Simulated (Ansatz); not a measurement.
**FeCo3: convergence and cost**

The task here is to estimate one member of a computed series from the others.

Method: DFT r2SCAN, scalar-relativistic, plane waves, PAW, in Ansatz 0.2.0.

3 further runs of the same task are left out: 2 that didn't finish, 1 set aside as unsound or not needed. Runs told in other sessions of the task aren't counted.

### The structure to begin with

The structure is tetragonal, space group P4/mmm (No. 123). Conventional cell: a = 2.466 Å, b = 2.466 Å, c = 7.063 Å, α = 90.00°, β = 90.00°, γ = 90.00°. Fe (site symmetry 4/mmm) has 4 Fe at 2.47 Å and 8 Co at 2.50 Å in its first shell of neighbours. Co (site symmetry 4mm) has 8 Co at 2.46 to 2.47 Å and 4 Fe at 2.50 Å in its first shell of neighbours. Around Co (site symmetry 4/mmm) lie 12 Co at 2.46 to 2.47 Å.

Structure file:

```cif
data_structure
_symmetry_space_group_name_H-M 'P4/mmm'
_symmetry_Int_Tables_number 123
_cell_length_a 2.4660
_cell_length_b 2.4660
_cell_length_c 7.0635
_cell_angle_alpha 90.000
_cell_angle_beta 90.000
_cell_angle_gamma 90.000
_cell_volume 42.95
loop_
_atom_site_label
_atom_site_type_symbol
_atom_site_symmetry_multiplicity
_atom_site_Wyckoff_symbol
_atom_site_fract_x
_atom_site_fract_y
_atom_site_fract_z
_atom_site_occupancy
Fe1 Fe 1 a 0.00000 0.00000 0.00000 1
Co1 Co 2 h 0.50000 0.50000 0.74540 1
Co2 Co 1 b 0.00000 0.00000 0.50000 1
```

The structure comes from the Materials Project (structure only); it is used as listed.

### The base run, which the others are set against

input.yaml

```yaml
crystal:
  lattice:
    - [2.46601, 0.0, 0.0]
    - [0.0, 2.46601, 0.0]
    - [0.0, 0.0, 7.063459]
  atoms:
    - { symbol: Fe, position: [0.0, 0.0, 0.0], spin: 3.07 }
    - { symbol: Co, position: [0.5, 0.5, 0.745404], spin: 2.07 }
    - { symbol: Co, position: [0.0, 0.0, 0.5], spin: 2.1 }
    - { symbol: Co, position: [0.5, 0.5, 0.254596], spin: 2.07 }
basis:
  ecutwfc: 500
kpoints:
  mp_grid: { grid: [16, 16, 6] }
hamiltonian:
  xc: r2scan
scf:
  occupations: { method: gaussian, width: 0.1 }
output:
  forces: true
  stress: true
  eigenvalues: true
  populations: true
  write_density: true
  write_potential: true
  elf: true
  volumetric_format: npy
magnetization:
  spin_polarized: true
```

Its results, from an earlier run: -4970.1275 eV/atom at zero smearing, pressure 6.63 GPa, largest force 0.436 eV/Å, no gap on the mesh, site moments Fe +2.82, Co +1.90 (×2), Co +1.93 μB, in 32 SCF cycles and 5.8 min.

The first run:

input.yaml

```yaml
crystal:
  lattice:
    - [2.46601, 0.0, 0.0]
    - [0.0, 2.46601, 0.0]
    - [0.0, 0.0, 7.063459]
  atoms:
    - { symbol: Fe, position: [0.0, 0.0, 0.0], spin: 3.1 }
    - { symbol: Co, position: [0.5, 0.5, 0.745404], spin: 2.09 }
    - { symbol: Co, position: [0.0, 0.0, 0.5], spin: 2.12 }
    - { symbol: Co, position: [0.5, 0.5, 0.254596], spin: 2.09 }
basis:
  ecutwfc: 500
kpoints:
  mp_grid: { grid: [1, 1, 1] }
hamiltonian:
  xc: r2scan
scf:
  occupations: { method: gaussian, width: 0.1 }
output:
  forces: true
  stress: true
  eigenvalues: true
  populations: true
magnetization:
  spin_polarized: true
```

The run is started by

```
$ ansatz run input.yaml --threads 1 --pin off --max-ram 2560MiB --backend cpu --events-out ev --progress --plain --runs-dir out
```

Steps of the session up to this table: K-point mesh: 1×1×1; K-point mesh: 4×4×1; K-point mesh: 4×4×2; K-point mesh: 6×6×2; K-point mesh: 8×8×4; K-point mesh: 10×10×4; K-point mesh set to 12×12×4.

One table of the session follows, with a row left open; its other results are not shown here.

It belongs to the step «The sweep of the k-point mesh side by side». 

| mesh | ΔE (meV/atom) | pressure (GPa) | largest change of a force component (eV/Å) | cell moment (μB) |
| --- | --- | --- | --- | --- |
| 1×1×1 | -4541 | 19.88 | 1.292 | 11.00 |
| 4×4×1 | 32.2 | 2.89 | 0.050 | 7.88 |
| 4×4×2 | 5.66 | 3.58 | 0.081 | 7.69 |
| 6×6×2 | -9.72 | 4.06 | 0.006 | 7.76 |
| 8×8×4 | -4.19 | 5.88 | 0.020 | 8.01 |
| 10×10×4 | ? | ? | ? | ? |
| 12×12×4 | -1.36 | 6.25 | 0.020 | 8.06 |
| 16×16×6 | 0.00 | 6.63 | 0.000 | 8.11 |

**Question.** Estimate the row for 10×10×4.

**Answer.** ΔE (meV/atom): -2.95; pressure (GPa): 6.10; largest change of a force component (eV/Å): 0.008; cell moment (μB): 8.04. In the column «ΔE (meV/atom)» it lies between 8×8×4 (-4.19) and 12×12×4 (-1.36).

Caveats from the session: The energy still moves by 1.36 meV/atom between the last two values of the k-point mesh, so 1 meV/atom is not shown to be reached. The error changes sign along the series, since a k mesh isn't variational, and a metal needs dense meshes to resolve its Fermi surface. The listed cell is far from this method's equilibrium (6.6 GPa, forces up to 0.44 eV/Å), so its values are not those of the relaxed crystal. The magnetic state reached may not be the lowest one. Warnings in the runs' records: stability check not made.
